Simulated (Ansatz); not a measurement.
Ansatz input

```yaml
crystal:
  lattice:
    - [1.7244376408, 0.0, 0.0]
    - [-0.8622188204, 1.4934068042, 0.0]
    - [0.0, 0.0, 10.6565596667]
  atoms:
    - { symbol: B, position: [0.3333333333, 0.6666666667, 0.25] }
    - { symbol: B, position: [0.6666666667, 0.3333333333, 0.75] }
hamiltonian:
  xc: rpbe
  pseudopotentials:
    kind: paw
    azcp:
      B: "pseudopotentials/B.paw.azcp"
basis:
  ecutwfc: 420
  fft_grid_basis: typed
kpoints:
  mp_grid: { grid: [23, 23, 4], shift: [0, 0, 0] }
magnetization:
  spin_polarized: false
scf:
  occupations: { method: fermi_dirac, width: 0.1 }
  lower_state_search: "off"
output:
  stress: true
```

and its output:

```
Engine: ansatz 0.2.0, aarch64-unknown-linux-gnu
Pseudopotentials: kind: paw
Pseudopotential: B, paw, valence charge 3, recommended cutoff 420 eV (normal) 
Functional definition: RPBE
  parameter kappa = 0.804
  parameter beta = 0.06672455060314922
  exchange = rpbe_x(kappa = kappa, mu = beta*pi^2/3)
  correlation = pbe_c(beta = beta)
Crystal: 2 atoms, lattice volume = 27.444 Å³
Basis set: ecut = 420 eV, 509 PW (Γ)
Bands: 7, of which v1, the nominal top of the filled ones, is band 3 counted from 1 (2 counted from 0)
Symmetry: 24 space group operations
Space group: P63/mmc (ITA 194), of the structure as read, at distance tolerance 3.0e-5 Å
k-points: 168 of 2116
Non-local potential: B, projectors of the file, l = 0: 2, l = 1: 2, l = 2: 1
PAW form: soft (Blöchl's): semilocal exchange-correlation on the pseudo side does not see the compensation charge
PAW frozen core: B, regenerated for the run's functional, and the local potential with it (the file was generated under x = pbe(κ = 0.804, μ = 0.2195149727645171), c = pbe(β = 0.06672455060314922))
PAW one-centre angular grid: B, 110 points (default); XC on 64 Gauss nodes
Initial density: superposition of atomic densities (neutral atoms: chi_scale 0, normalization atom), corrected by the library's trained network
Initial wavefunctions: pseudopotential atomic-orbital guess
Functional: x = rpbe, c = pbe(β = 0.06672455060314922)
SCF iter   1: F=—  HF=-312.668297 eV  |F-HF|=—  |Δ(HF+E_count)|=         —  Δρ=1.74e-2  dr2=9.55e-2  ethr=1.77e-3  ⟨swp⟩=5.5  Hψ=9427  notcnv=0
SCF iter   2: F=—  HF=-312.640439 eV  |F-HF|=—  |Δ(HF+E_count)|=   2.79e-2  Δρ=3.60e-3  dr2=2.22e-3  ethr=1.59e-3  ⟨swp⟩=2.9  Hψ=3477  notcnv=0  defer=12
SCF iter   3: F=—  HF=-312.641559 eV  |F-HF|=—  |Δ(HF+E_count)|=   1.12e-3  Δρ=4.34e-4  dr2=5.47e-5  ethr=3.70e-5  ⟨swp⟩=2.6  Hψ=2292  notcnv=0  defer=12
SCF iter   4: F=—  HF=-312.641593 eV  |F-HF|=—  |Δ(HF+E_count)|=   3.44e-5  Δρ=6.60e-5  dr2=2.10e-6  ethr=9.12e-7  ⟨swp⟩=2.3  Hψ=1697  notcnv=0  defer=12
iter 5 did not close the SCF: its close was put off for the readings that it lacked (scf_convergence_deferred on its scf_iter line)
SCF iter   5: F=-312.641592 eV  HF=-312.641592 eV  |F-HF|=1.25e-7  |Δ(HF+E_count)|=   7.40e-7  Δρ=5.17e-6  dr2=2.40e-8  ethr=3.51e-8  ⟨swp⟩=2.2  Hψ=1593  notcnv=0  defer=12
SCF iter   6: F=-312.641592 eV  HF=-312.641592 eV  |F-HF|=3.76e-10  |Δ(HF+E_count)|=   9.44e-8  Δρ=1.09e-6  dr2=2.63e-10  ethr=3.99e-10  ⟨swp⟩=2.4  Hψ=3964  notcnv=0
SCF 1 converged in 6 iterations: F = -312.641592 eV  dr2 = 2.63e-10
SCF converged after 6 iterations
Free energy (F): -312.641592 eV
Harris-Foulkes:  -312.641592 eV  (|F-HF|=3.76e-10)
Internal energy: -312.625898 eV  (E = F + TS)
E sigma→0 (E₀):  -312.633745 eV
Entropy (-TS):   -0.015694 eV (-7.847 meV/atom)
Fermi energy:    4.160727 eV
--- Per-component energies (eV) ---
  E_band       = -26.966538
  E_kinetic    = 100.532758
  E_local      = -281.282791  (includes V_loc(G=0)·N_el)
  E_nonlocal   = 20.263639
  E_hartree    = 107.023682
  E_xc         = -64.016421
  E_vxc        = -75.775277  (∫ρ·V_xc dr)
  E_paw        = -159.265642  (= ΣΔE_a)
  E_vpaw       = -4.752378  (= ΣTr[D̂ρ^β])
  E_aug_tail   = -0.000006  (compensation charges beyond the density's cutoff)
  E_ewald      = -35.859968
  E_core_change = -0.021150  (= ΣΔE_core)
  E_smearing   = -0.015694  (= −TS)
  E_closure    = -0.000000  (closes the sum)
  Σ components = -312.641592   (vs F -312.641592, Δ=0.00e0)
--- Stress (GPa, compression-positive) ---
       -1.618721       0.000000       0.000000
        0.000000      -1.618721       0.000000
        0.000000       0.000000       0.000863
  P = ⅓ Tr σ = -1.0789 GPa (-10.789 kbar)
```
